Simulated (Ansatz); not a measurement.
Crystal: AgBr.

```xyz
2
Lattice="0.0000 2.8702 2.8702 2.8702 0.0000 2.8702 2.8702 2.8702 0.0000" Properties=species:S:1:pos:R:3 pbc="T T T"
Ag    0.0000    0.0000    0.0000
Br    2.8702    2.8702    2.8702
```

```yaml
Program: Ansatz 0.2.0
Task: relaxation of cell and atoms
Functional: PBEsol
Potentials_or_basis: all-electron LAPW, scalar-relativistic
Basis_error_allowed: 0.001 eV/atom
k_mesh: 8 × 8 × 8
Occupations: fermi-dirac, width 0.05 eV
Spin: no spin polarisation
```

At the start: volume 23.64 Å³/atom.

Problem. Where does the relaxation end?

Solution. Over 4 steps the energy falls by 4.3 meV/atom and the volume is 22.86 Å³/atom (-3.3 %); space group Fm-3m (No. 225, to 0.05 Å).

The path:
| step | energy change (eV) | largest force (eV/Å) | volume (Å³) |
| --- | --- | --- | --- |
| 1 | 0.0000 | 0.0000 | 47.29 |
| 2 | -0.0079 | 0.0000 | 45.25 |
| 3 | -0.0086 | 0.0000 | 45.71 |
| 4 | -0.0086 | 0.0000 | 45.71 |

Final structure:
```
Ag Br
1.0
     0.00000    2.83794    2.83794
     2.83794    0.00000    2.83794
     2.83794    2.83794    0.00000
Ag Br
1 1
Direct
  0.00000 0.00000 0.00000
  0.50000 0.50000 0.50000
```
